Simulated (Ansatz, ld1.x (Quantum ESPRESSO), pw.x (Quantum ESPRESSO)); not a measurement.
From atom to crystal: TM potential for Sc (Z = 21)

scandium, norm-conserving Troullier–Martins (Kleinman–Bylander form), made with ld1.x (Quantum ESPRESSO) 7.5 (PBE, scalar-relativistic). Core [Ar], reference 3d1 4s1.5 4p0.5. Waves: 4s (bound): rc 2.50 bohr; 4p (bound): rc 4.20 bohr; 3d (bound): rc 2.20 bohr. Local part: all-electron potential smoothed inside 3.10 bohr (lloc = -1). Core correction: Bessel-smoothed model core, default radius (core density twice the valence density).

Crystal test: bcc Sc in pw.x 7.5, no spin, 13³ k-points, Fermi–Dirac smearing 0.01 Ry, cutoffs 60/240 Ry. The lattice is a test structure that the element need not adopt, and mesh and smearing are coarse.

pw.x input:

```
&control
  calculation='scf', prefix='x', pseudo_dir='./', outdir='./tmp', tstress=.true., disk_io='none'
/
&system
  ibrav=0, nat=1, ntyp=1, ecutwfc=60, ecutrho=240, nbnd=8,
  occupations='smearing', smearing='fd', degauss=0.01
/
&electrons
  conv_thr=1e-09, mixing_beta=0.4, electron_maxstep=70
/
ATOMIC_SPECIES
Sc 1.0 Sc.UPF
CELL_PARAMETERS angstrom
  -1.84233498 1.84233498 1.84233498
  1.84233498 -1.84233498 1.84233498
  1.84233498 1.84233498 -1.84233498
ATOMIC_POSITIONS crystal
Sc 0.0000 0.0000 0.0000
K_POINTS automatic
13 13 13 0 0 0
```

```bash
pw.x < Sc.scf.in > Sc.scf.out
```

How does the run end?

It converges; the pressure is 0.89 GPa against 0.01 GPa from all-electron LAPW. The largest radius (4.20 bohr) exceeds half the bond length (3.01 bohr), so the spheres overlap, which is one possible source of error among others. This is a poor potential for the solid. The logarithmic derivative shows an extra or strongly shifted pseudo pole above the reference energy (s near 1.45 Ry). The log shows:

```
     charge density cutoff     =     240.0000  Ry
     scf convergence threshold =      1.0E-09
     Exchange-correlation= PBE
     number of k points=    84  Fermi-Dirac smearing, width (Ry)=  0.0100
     iteration #  1     ecut=    60.00 Ry     beta= 0.40
     total energy              =     -10.58563101 Ry
     estimated scf accuracy    <       0.01942221 Ry
     iteration #  2     ecut=    60.00 Ry     beta= 0.40
     total energy              =     -10.58651933 Ry
     estimated scf accuracy    <       0.00197326 Ry
     iteration #  3     ecut=    60.00 Ry     beta= 0.40
     total energy              =     -10.58687385 Ry
     estimated scf accuracy    <       0.00009999 Ry
     iteration #  4     ecut=    60.00 Ry     beta= 0.40
     total energy              =     -10.58687714 Ry
     estimated scf accuracy    <       0.00003976 Ry
     iteration #  5     ecut=    60.00 Ry     beta= 0.40
     total energy              =     -10.58688436 Ry
     estimated scf accuracy    <       0.00000002 Ry
     iteration #  6     ecut=    60.00 Ry     beta= 0.40
     total energy              =     -10.58688434 Ry
     estimated scf accuracy    <       0.00000009 Ry
     iteration #  7     ecut=    60.00 Ry     beta= 0.40
     total energy              =     -10.58688437 Ry
     estimated scf accuracy    <       0.00000001 Ry
     iteration #  8     ecut=    60.00 Ry     beta= 0.40
     the Fermi energy is     5.0742 ev
!    total energy              =     -10.58688437 Ry
     estimated scf accuracy    <          6.9E-11 Ry
     smearing contrib. (-TS)   =      -0.01025345 Ry
     The total energy is F=E-TS. E is the sum of the following terms:
     one-electron contribution =       3.16495449 Ry
     hartree contribution      =       0.03010617 Ry
     xc contribution           =      -9.06782533 Ry
     ewald contribution        =      -4.70386625 Ry
     convergence has been achieved in   8 iterations
          total   stress  (Ry/bohr**3)                   (kbar)     P=        8.95
     Message from routine punch:
     Nothing written, as per user request (disk_io='none')
```
